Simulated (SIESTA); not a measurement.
Fe in SIESTA: convergence with basis size

The system is Fe.

```
Fe
1.0
    -1.48153    1.43424    1.45901
     1.46753   -1.43096    1.44173
     1.45354    1.40297   -1.45574
Fe
1
Direct
  0.98721 0.99305 0.98531
```

The cell isn't the ideal one: cell strained at random at fixed volume.

- Program: SIESTA 5.4.2
- Task: single point
- Functional: PBE
- Potentials or basis: PseudoDojo 0.4 standard (PBE files)
- Basis: SZ (energy shift 0.003 Ry)
- Grid cutoff: 800 Ry
- Energy shift: 0.003 Ry
- k mesh: 7 × 7 × 7
- Occupations: fermi-dirac, width 0.05 eV
- Spin: collinear spin, ferromagnetic start
- Starting moments: [3.0] μB

These are the settings of the first run; the series varies basis size, with any setting tied to it.

Hardware: 1 thread of Intel(R) Xeon(R) 6975P-C (Granite Rapids) (shared host).

```csv
basis size,"energy less the tightest run, at zero smearing (meV/atom)",pressure (GPa),largest site moment (μB),SCF cycles,CPU time (s),peak memory (GiB)
SZ,5807.86,1.86,2.28,17,7.8,0.2
SZP,607.61,-5.77,2.26,16,20,0.22
DZ,685.44,-18.28,2.48,15,11,0.2
DZP,67.19,-8.89,2.38,16,27,0.23
DZDP,23.69,-7.85,2.38,16,37,0.24
TZP,39.88,-8.86,2.38,16,36,0.24
TZDP,8.55,-7.59,2.38,16,51,0.26
TZTP,0.00,-7.51,2.38,16,70,0.27
```

Against the tightest run, the pressure stays within 0.1 GPa from TZDP on; the largest site moment stays within 0.02 μB from DZP on. Not settled before the last step: the energy (to 1 meV/atom). The tightest run that finished is the yardstick and may itself not be fully converged.

Caveat, for the tightest run too: the k mesh is coarse (spacing up to 0.45 Å⁻¹), so the values aren't converged; short orbitals over semicore shells can move pressures by several GPa; the basis of atomic orbitals isn't converged, which shifts pressures, moduli and gaps.
